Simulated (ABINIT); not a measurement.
# TiC (Fm-3m) in ABINIT: notebook, part 2 of 2

ABINIT 10.8.3 (patched build).

### 4 Equation of state, BLYP

Contents of run.abi:

```
ndtset 7
getwfk -1
scalecart1 3*0.9795861087
scalecart2 3*0.9864848297
scalecart3 3*0.9932883884
scalecart4 3*1.0000000000
scalecart5 3*1.0066227096
scalecart6 3*1.0131594038
scalecart7 3*1.0196128224

pp_dirpath "./"
pseudos "Ti.GGA_PBE-JTH.xml, C.GGA_PBE-JTH.xml"

acell 3.062788961 3.062788961 3.062788961 Angstrom
rprim
     0.0000000000     0.7071067812     0.7071067812
     0.7071067812     0.0000000000     0.7071067812
     0.7071067812     0.7071067812     0.0000000000
ntypat 2
znucl 22 6
natom 2
typat 1 2
xred
     0.0000000000     0.0000000000     0.0000000000
     0.5000000000     0.5000000000     0.5000000000

ecut 19.0
pawecutdg 38.0

kptopt 1
ngkpt 11 11 11
nshiftk 1
shiftk 0.0 0.0 0.0

ixc -106131

nband 12
occopt 3
tsmear 0.05 eV

nstep 100
tolvrs 1.0e-9

iomode 3
prtwf 1
prtden 0
prteig 0
prtebands 0
```

Potentials or basis: JTH PAW PBE v2.0.

Launch:

```console
> abinit run.abi > log 2>&1
```

run.abo:

```text
.Version 10.8.3 of ABINIT
 DATASET    1 : space group Fm -3 m (#225); Bravais cF (face-center cubic)
================================================================================
 Values of the parameters that define the memory need for DATASET  1.
     intxc =       0    ionmov =       0      iscf =      17    lmnmax =      18
     lnmax =       6     mgfft =      24  mpssoang =       3    mqgrid =    3001
     natom =       2  nloc_mem =       2    nspden =       1   nspinor =       1
    nsppol =       1      nsym =      48    n1xccc =       1    ntypat =       2
    occopt =       3   xclevel =       2
       mpw =         532          nfft =       13824          nkpt =          56
 PAW method is used; the additional fine FFT grid is defined by:
   mgfftf=        32    nfftf =     32768
================================================================================
================================================================================
[... 71 lines left out ...]
 DATASET    7 : space group Fm -3 m (#225); Bravais cF (face-center cubic)
================================================================================
 Values of the parameters that define the memory need for DATASET  7.
     intxc =       0    ionmov =       0      iscf =      17    lmnmax =      18
     lnmax =       6     mgfft =      24  mpssoang =       3    mqgrid =    3001
     natom =       2  nloc_mem =       2    nspden =       1   nspinor =       1
    nsppol =       1      nsym =      48    n1xccc =       1    ntypat =       2
    occopt =       3   xclevel =       2
       mpw =         584          nfft =       13824          nkpt =          56
 PAW method is used; the additional fine FFT grid is defined by:
[... 1423 lines left out ...]
            acell      5.7878323177E+00  5.7878323177E+00  5.7878323177E+00 Bohr
           etotal1    -6.4406217858E+01
           etotal2    -6.4408459020E+01
           etotal3    -6.4410091151E+01
           etotal4    -6.4411168436E+01
           etotal5    -6.4411750177E+01
           etotal6    -6.4411887001E+01
           etotal7    -6.4411631182E+01
            fcart1    -0.0000000000E+00 -0.0000000000E+00 -0.0000000000E+00
                      -0.0000000000E+00 -0.0000000000E+00 -0.0000000000E+00
            fcart2    -0.0000000000E+00 -0.0000000000E+00 -0.0000000000E+00
                      -0.0000000000E+00 -0.0000000000E+00 -0.0000000000E+00
            fcart3    -0.0000000000E+00 -0.0000000000E+00 -0.0000000000E+00
                      -0.0000000000E+00 -0.0000000000E+00 -0.0000000000E+00
            fcart4    -0.0000000000E+00 -0.0000000000E+00 -0.0000000000E+00
                      -0.0000000000E+00 -0.0000000000E+00 -0.0000000000E+00
            fcart5    -0.0000000000E+00 -0.0000000000E+00 -0.0000000000E+00
                      -0.0000000000E+00 -0.0000000000E+00 -0.0000000000E+00
[... 38 lines left out ...]
                       0.0000000000E+00  0.0000000000E+00  0.0000000000E+00
           xangst1     0.0000000000E+00  0.0000000000E+00  0.0000000000E+00
                       2.1215080946E+00  2.1215080946E+00  2.1215080946E+00
           xangst2     0.0000000000E+00  0.0000000000E+00  0.0000000000E+00
                       2.1364487847E+00  2.1364487847E+00  2.1364487847E+00
           xangst3     0.0000000000E+00  0.0000000000E+00  0.0000000000E+00
                       2.1511833800E+00  2.1511833800E+00  2.1511833800E+00
           xangst4     0.0000000000E+00  0.0000000000E+00  0.0000000000E+00
                       2.1657188437E+00  2.1657188437E+00  2.1657188437E+00
           xangst5     0.0000000000E+00  0.0000000000E+00  0.0000000000E+00
                       2.1800617707E+00  2.1800617707E+00  2.1800617707E+00
           xangst6     0.0000000000E+00  0.0000000000E+00  0.0000000000E+00
                       2.1942184125E+00  2.1942184125E+00  2.1942184125E+00
           xangst7     0.0000000000E+00  0.0000000000E+00  0.0000000000E+00
                       2.2081947028E+00  2.2081947028E+00  2.2081947028E+00
             xred      0.0000000000E+00  0.0000000000E+00  0.0000000000E+00
                       5.0000000000E-01  5.0000000000E-01  5.0000000000E-01
 Calculation completed.
```

It took 95 s on 1 thread of Arm Neoverse V1, shared host; peak memory 0.14 GiB.

What came out:

- Equilibrium volume: 10.53 Å³/atom
- Bulk modulus: 225 GPa
- Pressure derivative of the bulk modulus: 4.6

Energy against volume, from the lowest point:
```
volume (Å³/atom)  energy (meV/atom)
           9.548              77.13
           9.752              46.64
           9.955              24.43
          10.158               9.78
          10.361               1.86
          10.564               0.00
          10.767               3.48
```

Caveat: pressures at fixed basis lie under the slope of the energies; the PAW data sets were made with another functional, which shifts forces and pressure a little.

### 5 Band structure, PBE

Contents of run.abi:

```
# Datasets: ground state, then fixed potential
ndtset 2

# Pseudopotentials
pp_dirpath "./"
pseudos "Ti.upf, C.upf"

# Structure
acell 3.062788961 3.062788961 3.062788961 Angstrom
rprim
     0.0000000000     0.7071067812     0.7071067812
     0.7071067812     0.0000000000     0.7071067812
     0.7071067812     0.7071067812     0.0000000000
ntypat 2
znucl 22 6
natom 2
typat 1 2
xred
     0.0000000000     0.0000000000     0.0000000000
     0.5000000000     0.5000000000     0.5000000000

# Plane-wave basis
ecut 42.0

# Exchange and correlation
ixc 11

# Bands and occupations
occopt 3
tsmear 0.05 eV

# SCF cycle
nstep 100

# Output
iomode 3
prtwf 0
prteig 0
prtebands 0
enunit 1
prtden1 1

# Dataset 1
kptopt1 1
ngkpt1 11 11 11
nshiftk1 1
shiftk1 0.0 0.0 0.0
nband1 12
tolvrs1 1.0e-10

# Dataset 2: bands along G-X-W-K-G-L-U-W-L-K
iscf2 -2
getden2 1
nband2 18
nbdbuf2 4
tolwfr2 1.0e-11
kptopt2 -9
ndivsm2 8
prteig2 1
prtvol2 -3
kptbounds2
     0.0000000000     0.0000000000     0.0000000000
     0.5000000000     0.0000000000     0.5000000000
     0.5000000000     0.2500000000     0.7500000000
     0.3750000000     0.3750000000     0.7500000000
     0.0000000000     0.0000000000     0.0000000000
     0.5000000000     0.5000000000     0.5000000000
     0.6250000000     0.2500000000     0.6250000000
     0.5000000000     0.2500000000     0.7500000000
     0.5000000000     0.5000000000     0.5000000000
     0.3750000000     0.3750000000     0.7500000000
```

Potentials or basis: PseudoDojo NC SR PBE v0.4.1 standard.

Launch:

```console
> abinit run.abi > log 2>&1
```

run.abo:

```text
.Version 10.8.3 of ABINIT
 DATASET    1 : space group Fm -3 m (#225); Bravais cF (face-center cubic)
================================================================================
 Values of the parameters that define the memory need for DATASET  1.
     intxc =       0    ionmov =       0      iscf =       7    lmnmax =       6
     lnmax =       6     mgfft =      36  mpssoang =       3    mqgrid =    3001
     natom =       2  nloc_mem =       1    nspden =       1   nspinor =       1
    nsppol =       1      nsym =      48    n1xccc =    2501    ntypat =       2
    occopt =       3   xclevel =       2
       mpw =        1804          nfft =       46656          nkpt =          56
================================================================================
================================================================================

 DATASET    2 : space group Fm -3 m (#225); Bravais cF (face-center cubic)
================================================================================
 Values of the parameters that define the memory need for DATASET  2.
     intxc =       0    ionmov =       0      iscf =      -2    lmnmax =       6
     lnmax =       6     mgfft =      36  mpssoang =       3    mqgrid =    3001
     natom =       2  nloc_mem =       1    nspden =       1   nspinor =       1
    nsppol =       1      nsym =      48    n1xccc =    2501    ntypat =       2
    occopt =       3   xclevel =       2
       mpw =        1815          nfft =       46656          nkpt =         139
================================================================================
================================================================================

--------------------------------------------------------------------------------
------------- Echo of variables that govern the present computation ------------
--------------------------------------------------------------------------------
 -outvars: echo values of preprocessed input variables --------
            acell      5.7878323177E+00  5.7878323177E+00  5.7878323177E+00 Bohr
              amu      4.78800000E+01  1.20110000E+01
             ecut      4.20000000E+01 Hartree
           enunit           1
           getden1          0
           getden2          1
             iscf1          7
             iscf2         -2
              ixc          11
           jdtset        1    2
           kptopt1          1
           kptopt2         -9
         kptrlatt       11    0    0      0   11    0      0    0   11
          kptrlen1     6.36661555E+01
          kptrlen2     3.00000000E+01
            natom           2
            nband1         12
            nband2         18
           nbdbuf1          0
           nbdbuf2          4
           ndtset           2
           ndivsm1          0
           ndivsm2          8
            ngfft          36      36      36
             nkpt1         56
             nkpt2        139
            nstep         100
             nsym          48
           ntypat           2
           occopt           3
        prtebands           0
           prteig1          0
           prteig2          1
           prtvol1          0
           prtvol2         -3
            prtwf           0
[... 1174 lines left out ...]
 Non-SCF case, kpt  138 (  0.38393  0.38393  0.73214), residuals and eigenvalues=
  4.49E-12  7.93E-12  4.44E-12  3.76E-12  8.39E-12  4.02E-12  2.67E-12  9.81E-12
  6.55E-12  9.12E-12  4.64E-12  7.94E-12  9.05E-12  9.60E-12  7.70E-12  1.68E-11
  8.46E-07  1.82E-04
 -1.6723E+00 -8.0840E-01 -8.0582E-01 -7.9979E-01  5.2122E-02  2.6722E-01
  2.8151E-01  3.3492E-01  4.6296E-01  5.1691E-01  5.4485E-01  6.0637E-01
  6.1281E-01  8.6630E-01  9.1796E-01  9.4512E-01  1.1284E+00  1.2124E+00
 Non-SCF case, kpt  139 (  0.37500  0.37500  0.75000), residuals and eigenvalues=
  4.34E-12  4.03E-12  5.14E-12  8.79E-12  4.66E-12  1.89E-12  1.40E-12  7.99E-12
  3.75E-12  1.73E-12  2.51E-12  7.83E-12  3.82E-12  2.61E-12  2.60E-12  1.56E-11
  2.99E-07  1.51E-04
 -1.6723E+00 -8.0863E-01 -8.0558E-01 -8.0001E-01  5.0013E-02  2.7515E-01
  2.7955E-01  3.3946E-01  4.5682E-01  5.1881E-01  5.4394E-01  6.0327E-01
  6.0678E-01  8.7064E-01  9.2169E-01  9.3913E-01  1.1373E+00  1.2062E+00

--- !ResultsGS
iteration_state: {dtset: 2, }
comment   : Summary of ground state results
lattice_vectors:
- [  0.0000000,   4.0926155,   4.0926155, ]
- [  4.0926155,   0.0000000,   4.0926155, ]
- [  4.0926155,   4.0926155,   0.0000000, ]
lattice_lengths: [   5.78783,    5.78783,    5.78783, ]
lattice_angles: [ 60.000,  60.000,  60.000, ] # degrees, (23, 13, 12)
lattice_volume:   1.3709854E+02
convergence: {deltae:  0.000E+00, res2:  0.000E+00, residm:  9.998E-12, diffor:  0.000E+00, }
etotal    :  -6.54409366E+01
entropy   :   0.00000000E+00
fermie    :   4.05219774E-01
cartesian_stress_tensor: null
pressure_GPa: null
xred      :
- [  0.0000E+00,   0.0000E+00,   0.0000E+00, Ti]
- [  5.0000E-01,   5.0000E-01,   5.0000E-01,  C]
cartesian_forces: null
force_length_stats: {min: null, max: null, mean: null, }
...

 Integrated electronic density in atomic spheres:
 ------------------------------------------------
 Atom  Sphere_radius  Integrated_density
    1        2.00000          9.53768111
    2        2.00000          3.90645966
================================================================================

 ----iterations are completed or convergence reached----

 Mean square residual over all n,k,spin=   47.915E-13; max=  99.980E-13
 reduced coordinates (array xred) for    2 atoms
       0.000000000000      0.000000000000      0.000000000000
       0.500000000000      0.500000000000      0.500000000000

 cartesian coordinates (angstrom) at end:
    1      0.00000000000000     0.00000000000000     0.00000000000000
    2      2.16571884370760     2.16571884370760     2.16571884370760
 length scales=  5.787832317744  5.787832317744  5.787832317744 bohr
              =  3.062788961000  3.062788961000  3.062788961000 angstroms
 Eigenvalues (   eV  ) for nkpt= 139  k points:
 kpt#   1, nband= 18, wtk=  1.00000, kpt=  0.0000  0.0000  0.0000 (reduced coord)
 -45.60141  -21.64289  -21.64289  -21.64289   -1.44284   11.66557   11.66557   11.66557
  12.63522   12.63522   12.63522   12.70363   12.70363   21.44166   25.01628   30.84229
  30.84229   30.84232
 kpt#   2, nband= 18, wtk=  1.00000, kpt=  0.0217  0.0000  0.0217 (reduced coord)
 -45.60096  -21.64513  -21.64368  -21.64368   -1.42848   11.61639   11.61639   11.65167
  12.12765   12.69668   12.69668   12.70792   13.20407   21.46871   25.02356   30.80555
  30.80563   30.87883
 kpt#   3, nband= 18, wtk=  1.00000, kpt=  0.0435  0.0000  0.0435 (reduced coord)
 -45.59961  -21.65182  -21.64602  -21.64602   -1.38569   11.49700   11.49700   11.58711
  11.61050   12.72072   12.85242   12.85242   13.72304   21.54954   25.04485   30.70024
  30.70237   30.99743
 kpt#   4, nband= 18, wtk=  1.00000, kpt=  0.0652  0.0000  0.0652 (reduced coord)
 -45.59740  -21.66277  -21.64988  -21.64988   -1.31528   11.05225   11.34984   11.34984
  11.54356   12.74185   13.05859   13.05859   14.22156   21.68315   25.07855   30.53954
  30.54002   31.17282
 kpt#   5, nband= 18, wtk=  1.00000, kpt=  0.0870  0.0000  0.0870 (reduced coord)
[... 525 lines left out ...]
  12.93322   13.97835   14.82075   16.68579   17.19596   23.05369   24.92562   26.12257
  29.80592   33.40646
 kpt# 137, nband= 18, wtk=  1.00000, kpt=  0.3929  0.3929  0.7143 (reduced coord)
 -45.50801  -22.00226  -21.91975  -21.75694    1.47753    7.03429    7.72230    8.99024
  12.76697   14.01877   14.83156   16.55937   16.93621   23.35853   24.92401   25.91194
  30.30169   33.19915
 kpt# 138, nband= 18, wtk=  1.00000, kpt=  0.3839  0.3839  0.7321 (reduced coord)
 -45.50671  -21.99756  -21.92735  -21.76351    1.41832    7.27155    7.66031    9.11352
  12.59792   14.06589   14.82602   16.50025   16.67531   23.57332   24.97883   25.71802
  30.70602   32.99167
 kpt# 139, nband= 18, wtk=  1.00000, kpt=  0.3750  0.3750  0.7500 (reduced coord)
 -45.50589  -22.00390  -21.92098  -21.76930    1.36093    7.48720    7.60687    9.23719
  12.43058   14.11764   14.80125   16.41572   16.51120   23.69142   25.08058   25.55494
  30.94764   32.82368

== END DATASET(S) ==============================================================
================================================================================

 -outvars: echo values of variables after computation  --------
            acell      5.7878323177E+00  5.7878323177E+00  5.7878323177E+00 Bohr
           etotal1    -6.5440936586E+01
            fcart1    -0.0000000000E+00 -0.0000000000E+00 -0.0000000000E+00
                      -0.0000000000E+00 -0.0000000000E+00 -0.0000000000E+00
            rprim      0.0000000000E+00  7.0710678120E-01  7.0710678120E-01
                       7.0710678120E-01  0.0000000000E+00  7.0710678120E-01
                       7.0710678120E-01  7.0710678120E-01  0.0000000000E+00
           strten1    -1.0390895161E-05 -1.0390895161E-05 -1.0390895161E-05
                       0.0000000000E+00  0.0000000000E+00  0.0000000000E+00
           xangst      0.0000000000E+00  0.0000000000E+00  0.0000000000E+00
                       2.1657188437E+00  2.1657188437E+00  2.1657188437E+00
             xred      0.0000000000E+00  0.0000000000E+00  0.0000000000E+00
                       5.0000000000E-01  5.0000000000E-01  5.0000000000E-01
 Calculation completed.
```

Wall time 1.8 min (1 thread of Arm Neoverse V1, shared host); peak memory 0.13 GiB.

What came out:

```yaml
Free_energy: -1780.7386 eV
Pressure: 0.3 GPa
Band_gap_on_the_k_mesh: none (metal or under the smearing width)
Valence_electrons_inside_the_program's_atomic_spheres: Ti 9.54; C 3.91
```

Levels at the corners of the path, in eV from the Fermi level:
| point | band 5 | band 6 | band 7 | band 8 | band 9 | band 10 | band 11 | band 12 |
| --- | --- | --- | --- | --- | --- | --- | --- | --- |
| Γ | -12.47 | 0.64 | 0.64 | 0.64 | 1.61 | 1.61 | 1.61 | 1.68 |
| X | -10.19 | -3.50 | -1.68 | -0.11 | -0.11 | 2.68 | 3.47 | 3.47 |
| W | -9.59 | -3.21 | -3.21 | -2.77 | 2.74 | 2.74 | 3.48 | 5.08 |
| K | -9.67 | -3.54 | -3.42 | -1.79 | 1.40 | 3.09 | 3.77 | 5.39 |
| Γ | -12.47 | 0.64 | 0.64 | 0.64 | 1.61 | 1.61 | 1.61 | 1.68 |
| L | -8.99 | -5.91 | -2.96 | -2.96 | 2.87 | 2.87 | 4.05 | 8.11 |
| U | -9.67 | -3.54 | -3.42 | -1.79 | 1.40 | 3.09 | 3.77 | 5.39 |
| W | -9.59 | -3.21 | -3.21 | -2.77 | 2.74 | 2.74 | 3.48 | 5.08 |
| L | -8.99 | -5.91 | -2.96 | -2.96 | 2.87 | 2.87 | 4.05 | 8.11 |
| K | -9.67 | -3.54 | -3.42 | -1.79 | 1.40 | 3.09 | 3.77 | 5.39 |

### 6 Overview

| task | level | potentials or basis | cutoff (eV) | fine-grid cutoff | gap on the mesh (eV) | pressure (GPa) |
| --- | --- | --- | --- | --- | --- | --- |
| band structure | LDA | PseudoDojo NC SR LDA v0.4.1 standard | 1143 | - | none | -12.3 |
| band structure | PW91 | JTH PAW PBE v2.0 | 517 | 1034.03 eV | none | 0.5 |
| equation of state | BLYP | JTH PAW PBE v2.0 | 517 | 1034.03 eV | - | - |
| band structure | PBE | PseudoDojo NC SR PBE v0.4.1 standard | 1143 | - | none | 0.3 |

Alike in all rows: no spin polarisation; cell as given; k mesh 11 × 11 × 11; smearing fermi-dirac 0.05 eV.

Caveats: the PAW data sets were made with another functional, which shifts forces and pressure a little (some runs); pressures at fixed basis lie under the slope of the energies (some runs).

Total energies depend on the potentials used, so only differences within one code and one set of settings carry meaning.
